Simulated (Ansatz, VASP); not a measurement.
## One calculation of TaN, two programs

INCAR

```
SYSTEM = TaN
  PREC = Accurate
  ENCUT = 520
  EDIFF = 1E-6
  ISMEAR = 0
  SIGMA = 0.1
  LREAL = .FALSE.
  LASPH = .TRUE.
  NELM = 60
  ALGO = Normal
  ISIF = 2
  LWAVE = .FALSE.
  LCHARG = .FALSE.
  GGA = PE
  NBANDS = 15
```

Contents of KPOINTS:

```
regular mesh
0
G
  16 16 16
  0 0 0
```

Contents of POSCAR:

```
TaN
1.0
    0.0000000000      2.2631747700      2.2631747700
    2.2631747700      0.0000000000      2.2631747700
    2.2631747700      2.2631747700      0.0000000000
Ta N
1 1
Direct
    0.5000000000      0.5000000000      0.5000000000
    0.0000000000      0.0000000000      0.0000000000
```

Input for Ansatz:

```yaml
crystal:
  lattice:
    - [0.0, 2.26317477, 2.26317477]
    - [2.26317477, 0.0, 2.26317477]
    - [2.26317477, 2.26317477, 0.0]
  atoms:
    - { symbol: Ta, position: [0.5, 0.5, 0.5] }
    - { symbol: "N", position: [0.0, 0.0, 0.0] }
basis:
  ecutwfc: 420
kpoints:
  mp_grid: { grid: [16, 16, 16] }
hamiltonian:
  xc: pbe
scf:
  occupations: { method: gaussian, width: 0.1 }
output:
  forces: true
  stress: true
  eigenvalues: true
```

Alike in both runs: task single point; functional PBE; k mesh 16 × 16 × 16; occupations gaussian, width 0.1 eV; no spin polarisation.

|  | VASP | Ansatz |
| --- | --- | --- |
| version | VASP 6.6.1 | Ansatz 0.2.0 |
| potentials or method | VASP PAW PBE potentials, release 64 (Ta_pv, N) | scalar-relativistic, plane waves, PAW |
| plane-wave cutoff (eV) | 520 | 420 |
| valence electrons in the cell | 16 | 18 |

```csv
,VASP,Ansatz,Ansatz less VASP
gap on the k mesh at the Fermi level (eV),none,none,-
pressure (GPa),-20.0,-20.5,-0.53
```

A gap of «none» marks a metal or a gap that the smearing closes. The two sets of potentials don't hold the same shells in valence.

Caveats: so large a pressure means that the cell lies far from this level's equilibrium, or that cutoff or potentials fall short (VASP). Spin-orbit coupling is left out, which matters for the levels of Ta.
